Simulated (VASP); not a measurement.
# InAs (F-43m) in VASP: single point with PBE

Aim: the single point of InAs with PBE.

All numbers are computed with VASP 6.6.1; they aren't measurements. Logs are shortened: lines on timing, memory, paths and dates and some standing lists are left out, and cuts for length are marked.

**What was measured.**

A printed reference work, data compilation reports, for a bulk crystal of InAs at 4.2 K: band gap 0.418 eV (direct).

How close the calculation comes is told below.

### 1 Starting point

The structure is cubic, space group F-43m (No. 216). The conventional cell has a = 6.107 Å, b = 6.107 Å, c = 6.107 Å, α = 90.00°, β = 90.00°, γ = 90.00°. In (site symmetry -43m) is surrounded by 4 As at 2.64 Å. As (site symmetry -43m) has 4 In at 2.64 Å as nearest neighbours.

The cell is a database's computed one.

### 2 Single point, PBE

Contents of INCAR:

```
SYSTEM = InAs
ALGO = Fast
EDIFF = 1E-6
ENCUT = 520
GGA = PE
ISIF = 2
ISMEAR = 0
LASPH = .TRUE.
LCHARG = .TRUE.
LELF = .TRUE.
LREAL = .FALSE.
LVHAR = .TRUE.
LWAVE = .FALSE.
NBANDS = 16
NELM = 100
PREC = Accurate
SIGMA = 0.1
```

Contents of KPOINTS:

```
k-points
0
G
  6 6 6
  0 0 0
```

Contents of POSCAR:

```
InAs
1.0
    0.0000000000      3.0535620000      3.0535620000
    3.0535620000      0.0000000000      3.0535620000
    3.0535620000      3.0535620000      0.0000000000
In As
1 1
Direct
    0.7500000000      0.7500000000      0.7500000000
    0.0000000000      0.0000000000      0.0000000000
```

Potentials or basis: VASP PAW PBE potentials, release 64 (In_d, As).

The run is started by

```console
$ cat potpaw_PBE.64/In_d/POTCAR potpaw_PBE.64/As/POTCAR > POTCAR
$ mpirun -np 1 vasp_std > vasp.out
```

OUTCAR:

```text
SYSTEM = InAs
   EDIFF = 1E-6
   ENCUT = 520
   GGA = PE
   ISIF = 2
   ISMEAR = 0
   LASPH = .TRUE.
   LREAL = .FALSE.
   NELM = 100
   PREC = Accurate

 ion  position               nearest neighbor table
   1  0.750  0.750  0.750-   2 2.64   2 2.64   2 2.64   2 2.64
   2  0.000  0.000  0.000-   1 2.64   1 2.64   1 2.64   1 2.64

  LATTYP: Found a face centered cubic cell.
 ALAT       =     6.1071240000

  Lattice vectors:

 A1 = (   0.0000000000,   3.0535620000,   3.0535620000)
 A2 = (   3.0535620000,   0.0000000000,   3.0535620000)
 A3 = (   3.0535620000,   3.0535620000,   0.0000000000)

Analysis of symmetry for initial positions (statically):
=====================================================================
 Subroutine PRICEL returns:
 Original cell was already a primitive cell.

 Routine SETGRP: Setting up the symmetry group for a
 face centered cubic supercell.

 Subroutine GETGRP returns: Found 24 space group operations
 (whereof 24 operations were pure point group operations)
 out of a pool of 48 trial point group operations.

The static configuration has the point symmetry T_d .

Analysis of symmetry for dynamics (positions and initial velocities):
=====================================================================
 Subroutine PRICEL returns:
 Original cell was already a primitive cell.

 Routine SETGRP: Setting up the symmetry group for a
 face centered cubic supercell.

 Subroutine GETGRP returns: Found 24 space group operations
 (whereof 24 operations were pure point group operations)
 out of a pool of 48 trial point group operations.

The dynamic configuration has the point symmetry T_d .

 Subroutine INISYM returns: Found 24 space group operations
 (whereof 24 operations are pure point group operations),
 and found     1 'primitive' translations

----------------------------------------------------------------------------------------

                                     Primitive cell

  volume of cell :      56.9443

  direct lattice vectors                    reciprocal lattice vectors
     0.000000000  3.053562000  3.053562000    -0.163743196  0.163743196  0.163743196
     3.053562000  0.000000000  3.053562000     0.163743196 -0.163743196  0.163743196
     3.053562000  3.053562000  0.000000000     0.163743196  0.163743196 -0.163743196

  length of vectors
     4.318388794  4.318388794  4.318388794     0.283611534  0.283611534  0.283611534

  position of ions in fractional coordinates (direct lattice)
     0.750000000  0.750000000  0.750000000
     0.000000000  0.000000000  0.000000000

  ion indices of the primitive-cell ions
   primitive index   ion index
                 1           1
                 2           2

----------------------------------------------------------------------------------------

 KPOINTS: k-points

Automatic generation of k-mesh.
 Grid dimensions read from file:
 generate k-points for:    6    6    6

 Generating k-lattice:

  Cartesian coordinates                     Fractional coordinates (reciprocal lattice)
    -0.027290533  0.027290533  0.027290533     0.166666667  0.000000000  0.000000000
     0.027290533 -0.027290533  0.027290533     0.000000000  0.166666667  0.000000000
     0.027290533  0.027290533 -0.027290533     0.000000000  0.000000000  0.166666667

  Length of vectors
     0.047268589  0.047268589  0.047268589

  Shift w.r.t. Gamma in fractional coordinates (k-lattice)
     0.000000000  0.000000000  0.000000000

 Subroutine IBZKPT returns following result:
 ===========================================

 Found     16 irreducible k-points:

 Following reciprocal coordinates:
            Coordinates               Weight
  0.000000  0.000000  0.000000      1.000000
  0.166667  0.000000  0.000000      8.000000
  0.333333  0.000000  0.000000      8.000000
  0.500000  0.000000  0.000000      4.000000
  0.166667  0.166667  0.000000      6.000000
  0.333333  0.166667  0.000000     24.000000
[... 8 lines left out ...]
 -0.333333  0.333333  0.166667     24.000000
 -0.333333  0.500000  0.166667     12.000000
   k-points           NKPTS =     16   k-points in BZ     NKDIM =     16   number of bands    NBANDS=     16
   number of dos      NEDOS =    301   number of ions     NIONS =      2
   total plane-waves  NPLWV =  32768
   dimension x,y,z NGX =    32 NGY =   32 NGZ =   32
   dimension x,y,z NGXF=    64 NGYF=   64 NGZF=   64
   ions per type =               1   1
   NGX,Y,Z   is equivalent  to a cutoff of  12.32, 12.32, 12.32 a.u.
   NGXF,Y,Z  is equivalent  to a cutoff of  24.64, 24.64, 24.64 a.u.
 SYSTEM =  InAs
   PREC   = accura    normal or accurate (medium, high low for compatibility)
   ISTART =      0    job   : 0-new  1-cont  2-samecut
   ICHARG =      2    charge: 1-file 2-atom 10-const
   ISPIN  =      1    spin polarized calculation?
   LNONCOLLINEAR =      F non collinear calculations
   LSORBIT =      F    spin-orbit coupling
   LASPH  =      T    aspherical Exc in radial PAW
   ENCUT  =  520.0 eV  38.22 Ry    6.18 a.u.   8.03  8.03  8.03*2*pi/ulx,y,z
   NELM   =    100;   NELMIN=  2; NELMDL= -5     # of ELM steps
   EDIFF  = 0.1E-05   stopping-criterion for ELM
   LREAL  =      F    real-space projection
   EDIFFG = 0.1E-04   stopping-criterion for IOM
   NSW    =      0    number of steps for IOM
   IBRION =     -1    ionic relax: 0-MD 1-quasi-New 2-CG
   NFREE  =      0    steps in history (QN), initial steepest desc. (CG)
   ISIF   =      2    stress and relaxation
   ISYM   =      2    0-nonsym 1-usesym 2-fastsym
   POTIM  = 0.5000    time-step for ionic-motion
   TEBEG  =    0.0;   TEEND  =   0.0 temperature during run
   PSTRESS=    0.0 pullay stress
   NELECT =      18.0000    total number of electrons
   NUPDOWN=      -1.0000    fix difference up-down
   EMIN   =  10.00;   EMAX   =-10.00  energy-range for DOS
   EFERMI =   0.00;   METHOD = LEGACY
   ISMEAR =     0;   SIGMA  =   0.10  broadening in eV -4-tet -1-fermi 0-gaus
   EFERMI_NEDOS =   21; number of points for ismear=-14 and -15
   IALGO  =     68    algorithm
   IMIX   =      4    mixing-type and parameters
     AMIX     =   0.40;   BMIX     =  1.00
     AMIX_MAG =   1.60;   BMIX_MAG =  1.00
  volume/ion in A,a.u.               =      28.47       192.14
  Fermi-wavevector in a.u.,A,eV,Ry     =   1.115190  2.107404 16.920873  1.243649
  Thomas-Fermi vector in A             =   2.251792
   LORBIT       =      0    0 simple, 1 ext, 2 COOP (PROOUT), +10 PAW based schemes
   GGA     = PE    functional components
   LHFCALC =     F    Hartree Fock is set to
   AEXX    =    0.0000 exact exchange contribution
   IVDW    =     0    specifies the selected vdW correction
   LEPSILON=     F    determine dielectric tensor
   LRPA    =     F    only Hartree local field effects (RPA)
 non-spin polarized calculation
 RMM-DIIS sequential band-by-band and
 Gauss-broadening in eV      SIGMA  =   0.10
  energy-cutoff  :      520.00
  volume of cell :       56.94
 maximum number of plane-waves:      1544
   NGX = 17   NGY = 17   NGZ = 17

 number of electron      17.9999995 magnetization

 Free energy of the ion-electron system (eV)
  ---------------------------------------------------
  ext. energy  EPLUGINS =         0.00000000
  ---------------------------------------------------
  free energy    TOTEN  =        -7.68685398 eV

  energy without entropy =       -7.68613973  energy(sigma->0) =       -7.68649686

 E-fermi :   4.2500     XC(G=0):  -8.9600

 val. band max:        4.2195380440   @ k =   0.0000   0.0000   0.0000
 cond. band min:       5.1089600373   @ k =   0.5000   0.0000   0.0000
 fundamental gap:      0.8894219933
 Fermi energy:         4.2499965951

 k-point     1 :       0.0000    0.0000    0.0000
  band No.  band energies     occupation
      1     -10.1222      2.00000
      2     -10.1222      2.00000
      3     -10.1222      2.00000
      4     -10.0086      2.00000
      5     -10.0086      2.00000
      6      -7.4537      2.00000
[... 8 lines left out ...]
     15      13.8194      0.00000
     16      13.8195      0.00000

 k-point     2 :       0.1667    0.0000    0.0000
  band No.  band energies     occupation
      1     -10.1515      2.00000
      2     -10.1134      2.00000
      3     -10.1134      2.00000
      4     -10.0086      2.00000
      5     -10.0086      2.00000
      6      -7.1866      2.00000
[... 8 lines left out ...]
     15      12.7751      0.00000
     16      12.7751      0.00000

 k-point     3 :       0.3333    0.0000    0.0000
  band No.  band energies     occupation
      1     -10.2055      2.00000
      2     -10.0990      2.00000
      3     -10.0990      2.00000
      4     -10.0051      2.00000
      5     -10.0051      2.00000
      6      -6.5248      2.00000
[... 8 lines left out ...]
     15      13.2303      0.00000
     16      13.2303      0.00000

 k-point     4 :       0.5000    0.0000    0.0000
  band No.  band energies     occupation
      1     -10.2307      2.00000
      2     -10.0938      2.00000
      3     -10.0938      2.00000
      4     -10.0013      2.00000
      5     -10.0013      2.00000
      6      -6.0737      2.00000
[... 8 lines left out ...]
     15      14.8582      0.00000
     16      14.8582      0.00000

 k-point     5 :       0.1667    0.1667    0.0000
  band No.  band energies     occupation
      1     -10.1696      2.00000
      2     -10.1045      2.00000
      3     -10.1045      2.00000
      4     -10.0157      2.00000
      5     -10.0034      2.00000
      6      -7.0983      2.00000
[... 8 lines left out ...]
     15      13.5167      0.00000
     16      14.1158      0.00000

 k-point     6 :       0.3333    0.1667    0.0000
  band No.  band energies     occupation
      1     -10.2127      2.00000
      2     -10.0917      2.00000
      3     -10.0881      2.00000
      4     -10.0191      2.00000
      5      -9.9992      2.00000
      6      -6.5602      2.00000
[... 8 lines left out ...]
     15      14.1990      0.00000
     16      14.2678      0.00000

 k-point     7 :       0.5000    0.1667    0.0000
  band No.  band energies     occupation
      1     -10.2393      2.00000
      2     -10.0876      2.00000
      3     -10.0815      2.00000
      4     -10.0122      2.00000
      5      -9.9992      2.00000
      6      -5.9717      2.00000
[... 8 lines left out ...]
     15      14.5191      0.00000
     16      14.9654      0.00000

 k-point     8 :      -0.3333    0.1667    0.0000
  band No.  band energies     occupation
      1     -10.2290      2.00000
      2     -10.0896      2.00000
      3     -10.0873      2.00000
      4     -10.0078      2.00000
      5     -10.0049      2.00000
      6      -6.1307      2.00000
[... 8 lines left out ...]
     15      13.5157      0.00000
     16      14.8163      0.00000

 k-point     9 :      -0.1667    0.1667    0.0000
  band No.  band energies     occupation
      1     -10.1889      2.00000
      2     -10.1033      2.00000
      3     -10.0983      2.00000
      4     -10.0123      2.00000
      5     -10.0046      2.00000
      6      -6.7821      2.00000
[... 8 lines left out ...]
     15      13.2873      0.00000
     16      14.1671      0.00000

 k-point    10 :       0.3333    0.3333    0.0000
  band No.  band energies     occupation
      1     -10.2499      2.00000
      2     -10.0679      2.00000
      3     -10.0679      2.00000
      4     -10.0329      2.00000
      5      -9.9932      2.00000
      6      -6.2074      2.00000
[... 8 lines left out ...]
     15      14.9368      0.00000
     16      16.3693      0.00000

 k-point    11 :       0.5000    0.3333    0.0000
  band No.  band energies     occupation
      1     -10.2678      2.00000
      2     -10.0649      2.00000
      3     -10.0589      2.00000
      4     -10.0318      2.00000
      5      -9.9929      2.00000
      6      -5.7215      2.00000
[... 8 lines left out ...]
     15      15.3371      0.00000
     16      15.9253      0.00000

 k-point    12 :      -0.3333    0.3333    0.0000
  band No.  band energies     occupation
      1     -10.2550      2.00000
      2     -10.0777      2.00000
      3     -10.0667      2.00000
      4     -10.0184      2.00000
      5     -10.0022      2.00000
      6      -5.6797      2.00000
[... 8 lines left out ...]
     15      13.3670      0.00000
     16      16.7865      0.00000

 k-point    13 :       0.5000    0.5000    0.0000
  band No.  band energies     occupation
      1     -10.2852      2.00000
      2     -10.0491      2.00000
      3     -10.0491      2.00000
      4     -10.0423      2.00000
      5      -9.9880      2.00000
      6      -5.5629      2.00000
[... 8 lines left out ...]
     15      15.6381      0.00000
     16      16.2409      0.00000

 k-point    14 :       0.5000    0.3333    0.1667
  band No.  band energies     occupation
      1     -10.2433      2.00000
      2     -10.0825      2.00000
      3     -10.0713      2.00000
      4     -10.0218      2.00000
      5      -9.9982      2.00000
      6      -6.0240      2.00000
[... 8 lines left out ...]
     15      14.6878      0.00000
     16      16.0371      0.00000

 k-point    15 :      -0.3333    0.3333    0.1667
  band No.  band energies     occupation
      1     -10.2545      2.00000
      2     -10.0820      2.00000
      3     -10.0638      2.00000
      4     -10.0182      2.00000
      5     -10.0016      2.00000
      6      -5.6794      2.00000
[... 8 lines left out ...]
     15      14.9409      0.00000
     16      15.8236      0.00000

 k-point    16 :      -0.3333    0.5000    0.1667
  band No.  band energies     occupation
      1     -10.2695      2.00000
      2     -10.0700      2.00000
      3     -10.0542      2.00000
      4     -10.0280      2.00000
      5      -9.9963      2.00000
      6      -5.5296      2.00000
[... 8 lines left out ...]
     15      15.6852      0.00000
     16      15.9348      0.00000

------------------------ aborting loop because EDIFF is reached ----------------------------------------

  FORCE on cell =-STRESS in cart. coord.  units (eV):
  Direction    XX          YY          ZZ          XY          YZ          ZX
  --------------------------------------------------------------------------------------
  -------------------------------------------------------------------------------------
  Total        0.7791765      0.7791765      0.7791765      0.0000000     -0.0000000      0.0000000
  in kB       21.9228082     21.9228082     21.9228082      0.0000000     -0.0000000      0.0000000
  external PRESSURE =      21.9228082 kB  Pullay stress =       0.0000000 kB

 VOLUME and BASIS-vectors are now :
 -----------------------------------------------------------------------------
  energy-cutoff  :      520.00
  volume of cell :       56.94
      direct lattice vectors                 reciprocal lattice vectors
     0.000000000  3.053562000  3.053562000    -0.163743196  0.163743196  0.163743196
     3.053562000  0.000000000  3.053562000     0.163743196 -0.163743196  0.163743196
     3.053562000  3.053562000  0.000000000     0.163743196  0.163743196 -0.163743196

 POSITION                                       TOTAL-FORCE (eV/Angst)
 -----------------------------------------------------------------------------------
      4.58034      4.58034      4.58034        -0.000000     -0.000000     -0.000000
      0.00000      0.00000      0.00000         0.000000      0.000000      0.000000
 -----------------------------------------------------------------------------------
    total drift:                               -0.000000     -0.000000     -0.000000

  FREE ENERGIE OF THE ION-ELECTRON SYSTEM (eV)
  ---------------------------------------------------
  free  energy   TOTEN  =        -7.6868539822 eV

  energy  without entropy=       -7.6861397298  energy(sigma->0) =       -7.68649686
```

Wall time 21 s (1 thread of Intel Xeon Platinum 8488C (Sapphire Rapids), shared host); peak memory 0.17 GiB.

What came out:

```yaml
Free_energy: -7.6869 eV
Pressure: 2.2 GPa
Band_gap_on_the_k_mesh: none (metal or under the smearing width)
```

Caveat: this crystal is a semiconductor, whose small gap the functional closes, so the metal is an error of the method.

### 3 Comparison with measurements

Step 2. Measured gap of InAs: 0.418 eV (direct; 4.2 K; a printed reference work, data compilation). This calculation gives 0.00 eV (-0.42 eV). Spin-orbit coupling on As, In is left out. The value is that of PBE on a finite k mesh, which can miss the band edges, without temperature or zero-point motion. Semilocal functionals fall short of measured gaps as a rule. The cell is a database's relaxed one, not the measured one, which moves gaps too.
